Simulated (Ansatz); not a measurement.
# InSe: energy and pressure over a range of volumes

An exercise on one series of results from a longer session: the logs are not shown, and one member is left open.

Method: DFT PBE, scalar-relativistic, in Ansatz 0.2.0.

## The starting structure

The structure is monoclinic, space group C2/m (No. 12). The conventional cell has a = 11.736 Å, b = 4.110 Å, c = 4.610 Å, α = 90.00°, β = 110.30°, γ = 90.00°. Around In (site symmetry m) lie 3 Se at 2.58 to 2.78 Å and 1 In at 2.74 Å. Se (site symmetry m) has 3 In at 2.58 to 2.78 Å as nearest neighbours.

As a file:

```cif
data_structure
_symmetry_space_group_name_H-M 'P 1'
_symmetry_Int_Tables_number 1
_cell_length_a 6.2173
_cell_length_b 6.2173
_cell_length_c 4.6100
_cell_angle_alpha 109.114
_cell_angle_beta 109.114
_cell_angle_gamma 38.602
_cell_volume 104.27
loop_
_atom_site_label
_atom_site_type_symbol
_atom_site_fract_x
_atom_site_fract_y
_atom_site_fract_z
_atom_site_occupancy
In1 In 0.88400 0.88400 0.00500 1
In2 In 0.11600 0.11600 0.99500 1
Se1 Se 0.66000 0.66000 0.64200 1
Se2 Se 0.34000 0.34000 0.35800 1
```

Atoms are numbered in the order of the input: In1, In2, Se3, Se4.

The first run:

Contents of input.yaml:

```yaml
crystal:
  lattice:
    - [5.7481159493, -2.0130494534, 0.0]
    - [5.7481159493, 2.0130494534, 0.0]
    - [-1.5667653981, 0.0, 4.2353937546]
  atoms:
    - { symbol: In, position: [0.884, 0.884, 0.005] }
    - { symbol: In, position: [0.116, 0.116, 0.995] }
    - { symbol: Se, position: [0.66, 0.66, 0.642] }
    - { symbol: Se, position: [0.34, 0.34, 0.358] }
kpoints:
  mp_grid: { grid: [7, 7, 6] }
  band_path:
    path:
      - [0.0, 0.0, 0.0]
      - [-0.2848576481, 0.2848576481, 0.0]
      - [-0.7151423519, -0.2848576481, 0.0]
      - [-0.5, -0.5, 0.0]
      - [0.0, 0.0, 0.0]
      - [-0.5, -0.5, 0.5]
      - [-0.7459295213, -0.2540704787, 0.5]
      - [-0.2540704787, 0.2540704787, 0.5]
      - [0.0, 0.0, 0.5]
    npoints: 5
scf:
  occupations: { method: fermi_dirac, width: 0.02 }
hamiltonian:
  xc: pbe
  pseudopotentials: { kind: all_electron, lapw: { basis_error: 0.0005 } }
output:
  forces: true
  stress: true
  eigenvalues: true
```

Command:

```console
ansatz run input.yaml --threads 1 --pin off --max-ram 4096MiB --backend cpu --events-out ev --progress --plain --runs-dir out
```

Steps of the session up to this table: Volume × 0.94, LAPW; Volume × 0.94, PAW; Volume × 0.94, crystal datasets; Volume × 0.98, LAPW; Volume × 0.98, PAW; Volume × 0.98, crystal datasets; Volume × 1.01, LAPW; Volume × 1.01, PAW; Volume × 1.01, crystal datasets; Volume × 1.04, LAPW; Volume × 1.04, PAW; Volume × 1.04, crystal datasets.

One table of the session follows, with a row left open; its other results are not shown here.

| method | volume (Å³/atom) | pressure (GPa) | gap on the k mesh (eV) | largest force (eV/Å) |
| --- | --- | --- | --- | --- |
| LAPW | 24.504 | 7.51 | 1.09 | 1.146 |
| LAPW | 25.547 | 4.30 | 1.00 | 0.876 |
| LAPW | 26.329 | 2.31 | 0.93 | 0.737 |
| LAPW | 27.111 | 0.63 | 0.86 | 0.656 |
| PAW | 24.504 | 7.51 | 1.09 | 1.145 |
| PAW | 25.547 | 4.29 | 1.00 | 0.875 |
| PAW | 26.329 | ? | ? | ? |
| PAW | 27.111 | 0.63 | 0.86 | 0.656 |
| crystal datasets | 24.504 | 7.51 | 1.09 | 1.146 |
| crystal datasets | 25.547 | 4.30 | 1.00 | 0.876 |
| crystal datasets | 26.329 | 2.31 | 0.93 | 0.737 |
| crystal datasets | 27.111 | 0.63 | 0.86 | 0.656 |

Estimate the missing values for PAW, 26.329.

**Answer.** pressure (GPa): 2.31; gap on the k mesh (eV): 0.93; largest force (eV/Å): 0.736.

To keep in mind: These are semilocal Kohn-Sham gaps, which aren't the measured quantity. Warnings in the runs' records: gradients without spin orbit, crystal datasets made.
